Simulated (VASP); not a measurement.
## GaP: relaxation of cell and atoms with LDA

Crystal: GaP.

```
Ga P
1.0
     0.00000    2.69669    2.69669
     2.69669    0.00000    2.69669
     2.69669    2.69669    0.00000
Ga P
1 1
Cartesian
  0.0000 0.0000 0.0000
  1.3483 1.3483 1.3483
```

```json
{"Program": "VASP 6.6.1", "Task": "relaxation of cell and atoms", "Functional": "LDA", "Potentials or basis": "VASP PAW LDA potentials, release 64 (Ga_d, P)", "Cutoff": "600 eV", "k mesh": "8 × 8 × 8", "Occupations": "gaussian, width 0.03 eV", "Spin": "no spin polarisation", "Further INCAR settings": "ALGO = Normal; EDIFF = 1e-07; IBRION = 2; EDIFFG = -0.005; NSW = 90; ISIF = 3"}
```

```json
{
  "Pressure after relaxing": "0.0 GPa",
  "Band gap on the k mesh": "1.43 eV, indirect (least direct gap 1.90 eV)"
}
```

Final structure:
```
CELL_PARAMETERS angstrom
0.00000 2.69669 2.69669
2.69669 0.00000 2.69669
2.69669 2.69669 0.00000
ATOMIC_POSITIONS crystal
Ga 0.00000 0.00000 0.00000
P 0.25000 0.25000 0.25000
```

Levels at points of the mesh, in eV from the valence-band top:
```tsv
k point	band 6	band 7	band 8	band 9	band 10	band 11	band 12	band 13
(0.00, 0.00, 0.00)	-12.75	0.00	0.00	0.00	1.90	3.78	3.78	3.78
(0.50, 0.00, 0.00)	-10.56	-6.89	-1.18	-1.18	1.61	4.62	4.62	8.11
(0.50, 0.50, 0.00)	-9.60	-6.99	-2.82	-2.82	1.43	1.65	10.69	10.69
```

It took 11 s on 1 thread of AMD EPYC 9R14 (Zen 4), with other jobs on the host, peak memory 0.12 GiB.

Caveat: the relaxation stopped at its first step, so nothing moved. A k mesh can miss the band edges.
